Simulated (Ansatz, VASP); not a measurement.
Pb in VASP and in Ansatz

INCAR

```
SYSTEM = Pb
PREC     = Accurate       ! precision mode
ENCUT    = 520            ! plane-wave cutoff, eV
EDIFF    = 1E-6           ! SCF threshold, eV
ISMEAR   = 1              ! smearing method
SIGMA    = 0.6            ! smearing width, eV
LREAL    = .FALSE.        ! projectors in reciprocal space
LASPH    = .TRUE.         ! aspherical terms in the spheres
NELM     = 60             ! most SCF steps
ALGO     = Normal         ! electronic algorithm
ISIF     = 2              ! what is computed and relaxed
LWAVE    = .FALSE.        ! write WAVECAR
LCHARG   = .TRUE.         ! write CHGCAR
LELF     = .TRUE.         ! ELF
LVHAR    = .TRUE.       
NBANDS   = 13             ! bands
```

Contents of KPOINTS:

```
regular mesh
0
G
  11 11 11
  0 0 0
```

Contents of POSCAR:

```
Pb
1.0
    0.0000000000      2.4375492138      2.4375492138
    2.4375492138      0.0000000000      2.4375492138
    2.4375492138      2.4375492138      0.0000000000
Pb
1
Direct
    0.0000000000      0.0000000000      0.0000000000
```

Input for Ansatz:

```yaml
crystal:
  lattice:
    - [0.0, 2.4375492138, 2.4375492138]
    - [2.4375492138, 0.0, 2.4375492138]
    - [2.4375492138, 2.4375492138, 0.0]
  atoms:
    - { symbol: Pb, position: [0.0, 0.0, 0.0] }
hamiltonian:
  xc: lda
  pseudopotentials:
    kind: paw
    azcp:
      Pb: "pseudopotentials/Pb.paw.azcp"
basis:
  ecutwfc: 420
  fft_grid_basis: typed
kpoints:
  mp_grid: { grid: [11, 11, 11], shift: [0, 0, 0] }
magnetization:
  spin_polarized: false
scf:
  occupations: { method: cold, width: 0.6 }
  lower_state_search: "off"
output:
  stress: true
  write_density: true
  write_potential: true
  elf: true
  volumetric_format: npy
```

Alike in both runs: task single point; functional LDA; k mesh 11 × 11 × 11; no spin polarisation.

```csv
,VASP,Ansatz
version,VASP 6.6.1,Ansatz 0.2.0
potentials or method,"VASP PAW LDA potentials, release 64 (Pb_d)","plane waves (420 eV) with PAW, scalar-relativistic"
plane-wave cutoff (eV),520,420
occupations,"methfessel-paxton of order 1, width 0.6 eV","cold, width 0.6 eV"
valence electrons in the cell,14,14
```

|  | VASP | Ansatz | Ansatz less VASP |
| --- | --- | --- | --- |
| pressure (GPa) | 0.1 | 0.1 | +0.05 |

Ansatz warned: «pseudo_functional_mismatch».

The runs have no spin-orbit coupling, so splittings on Pb are missing.
